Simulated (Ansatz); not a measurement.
Space group P-43m (No. 215). a = 4.468 Å, b = 4.468 Å, c = 4.468 Å, α = 90.00°, β = 90.00°, γ = 90.00°
```tsv
atom	site	symmetry	x	y	z
Al	1a	-43m	0.0000	0.0000	0.0000
Ga	3c	-42.m	0.5000	0.5000	0.0000
N	4e	.3m	0.7550	0.7550	0.2450
```

Equation of state of this AlGa3N4 structure (not necessarily the ground state), with shape and atoms relaxed at each volume where symmetry leaves them free. Method: Ansatz 0.2.0, DFT PBEsol, scalar-relativistic, plane waves, PAW.

Cutoff 420 eV; k points 6×6×6 on the computed 8-atom cell (Γ-centred); Gaussian smearing, width 0.02 eV; no spin polarisation.

```json
{"V (Å³/atom)": "9.809", "E − E(largest V) (meV/atom)": "63.34", "P (GPa)": "32.04", "gap on mesh (eV)": "3.19"}
{"V (Å³/atom)": "10.143", "E − E(largest V) (meV/atom)": "7.17", "P (GPa)": "22.04", "gap on mesh (eV)": "2.95"}
{"V (Å³/atom)": "10.478", "E − E(largest V) (meV/atom)": "-29.70", "P (GPa)": "13.50", "gap on mesh (eV)": "2.72"}
{"V (Å³/atom)": "10.812", "E − E(largest V) (meV/atom)": "-50.09", "P (GPa)": "6.22", "gap on mesh (eV)": "2.50"}
{"V (Å³/atom)": "11.147", "E − E(largest V) (meV/atom)": "-56.40", "P (GPa)": "-0.01", "gap on mesh (eV)": "2.29"}
{"V (Å³/atom)": "11.481", "E − E(largest V) (meV/atom)": "-50.68", "P (GPa)": "-5.32", "gap on mesh (eV)": "2.09"}
{"V (Å³/atom)": "11.815", "E − E(largest V) (meV/atom)": "-34.67", "P (GPa)": "-9.87", "gap on mesh (eV)": "1.89"}
{"V (Å³/atom)": "12.261", "E − E(largest V) (meV/atom)": "0.00", "P (GPa)": "-14.89", "gap on mesh (eV)": "1.65"}
```

Problem. Fit a third-order Birch–Murnaghan equation to E(V).

Solution. V0 = 11.15 Å³/atom, B0 = 191 GPa, B0' = 4.2.

The gaps are read on the mesh, which can miss the band edges, so they can be too wide.